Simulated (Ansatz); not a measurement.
## A computed series for LiI: pressure series

Base system: LiI in the rock salt structure (space group Fm-3m, No. 225; a = 6.019 Å).

Cell and atoms are relaxed at each pressure.

Calculations: Ansatz (a program for electronic structure), PBE, PAW, cutoff 420 eV, no spin-orbit coupling.

Notes on the quantities. enthalpy: H = E + PV relative to the base's energy.

```tsv
variant	electron mass	width of the top valence band	enthalpy	band gap
base	0.29 mₑ (at Γ)	1.27 eV	–	4.25 eV
pressure −2 GPa	0.30 mₑ (at Γ)	1.00 eV	-0.36 eV/atom	3.77 eV
pressure −1 GPa	0.29 mₑ (at Γ)	1.15 eV	-0.17 eV/atom	4.04 eV
pressure 0.9 GPa	0.87 mₑ along k, 0.47 mₑ across (at X)	1.36 eV	+0.15 eV/atom	4.36 eV
pressure 2.1 GPa	0.90 mₑ along k, 0.47 mₑ across (at X)	1.47 eV	+0.34 eV/atom	4.37 eV
pressure 4.5 GPa	0.96 mₑ along k, 0.47 mₑ across (at X)	1.66 eV	+0.70 eV/atom	4.37 eV
pressure 9 GPa	1.1 mₑ along k, 0.47 mₑ across (at X)	1.95 eV	+1.32 eV/atom	4.36 eV
pressure 15 GPa	0.24, 0.47 mₑ (at X)	2.26 eV	+2.07 eV/atom	4.34 eV
pressure 22.5 GPa	1.1 mₑ along k, 0.23 mₑ across (at X)	2.58 eV	+2.94 eV/atom	3.96 eV
pressure 30 GPa	1.1 mₑ along k, 0.22 mₑ across (at X)	2.86 eV	+3.73 eV/atom	3.63 eV
```

Spin-orbit coupling, missing from the scalar runs, can matter with I. Load acts through the strain it causes; cell and atoms are relaxed under it. Masses are band curvatures over ±0.01 Å⁻¹ around the edge. Along k means along the line from Γ to the band edge. Stability against distortions was not tested. Competing high-pressure phases were not computed.
